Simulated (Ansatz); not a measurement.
## CaB₆ under compression: one row to predict

The cell was found by a structure search, and a cell as deposited in COD relaxes into it.

Theory: DFT PBE, scalar-relativistic, plane waves, PAW (Ansatz 0.2.0). Cutoff 420 eV, Γ-centred 8×8×8 mesh (7-atom cell), Gaussian smearing of 0.01 eV, no spin polarisation.

```
Ca B
1.0
     4.14792    0.00000    0.00000
     0.00000    4.14792    0.00000
     0.00000    0.00000    4.14792
Ca B
1 6
Direct
  0.00000 0.00000 0.00000
  0.20178 0.50000 0.50000
  0.50000 0.20178 0.50000
  0.79822 0.50000 0.50000
  0.50000 0.79822 0.50000
  0.50000 0.50000 0.20178
  0.50000 0.50000 0.79822
```

The cell was set to several volumes, with shape and atoms relaxed at each where symmetry leaves them free. Pressure is positive in compression, and energies count from the lowest row.

| row | V (Å³/atom) | P (GPa) | ΔE (meV/atom) |
| --- | --- | --- | --- |
| 1 | 8.972 | 23.82 | 82.6 |
| 2 | 9.278 | 16.52 | 44.2 |
| 3 | 9.583 | ? | ? |
| 4 | 9.889 | 4.80 | 4.5 |
| 5 | 10.195 | -0.02 | 0.0 |
| 6 | 10.501 | -4.21 | 4.1 |
| 7 | 10.807 | -7.80 | 15.7 |
| 8 | 11.215 | -11.94 | 40.9 |

Task: Find B = −V·ΔP/ΔV from rows 4 and 6 and from rows 1 and 2, and from the two its slope B′ and its value B0 at zero pressure.

Result: Rows 4 and 6 give −(9.889 + 10.501)/2 × (-4.21 − (4.80))/(10.501 − 9.889) = 150.1 GPa at a mean pressure of 0.29 GPa. Rows 1 and 2 give −(8.972 + 9.278)/2 × (16.52 − (23.82))/(9.278 − 8.972) = 217.7 GPa at a mean pressure of 20.17 GPa. So B′ = (217.7 − 150.1)/(20.17 − (0.29)) = 3.40 and B0 = 150.1 − 3.40 × (0.29) = 149.1 GPa. A third-order Birch–Murnaghan fit to all the energies gives B0 = 148.7 GPa and B′ = 3.5.

Task: Estimate the pressure and energy of row 3.

Result: From row 5, V0 = 10.195 × (1 + (-0.02)/149.1) = 10.194 Å³/atom. Murnaghan's form P = (B0/B′)·[(V0/V)^B′ − 1] gives (149.1/3.40) × [(10.194/9.583)^3.40 − 1] = 10.26 GPa; the computed pressure is 10.32 GPa, so the estimate is off by -0.06 GPa. The work of compression from row 4, with the mean of the two pressures, gives ΔE = 4.5 + (10.26 + 4.80)/2 × (9.889 − 9.583)/160.2 × 1000 = 18.9 meV/atom (1 eV/Å³ = 160.2 GPa); the computed value is 18.8 meV/atom.

All volumes keep the k mesh of the relaxed cell. A later test with randomly moved atoms came back to the same energy, though modes that don't fit the test's cell weren't probed.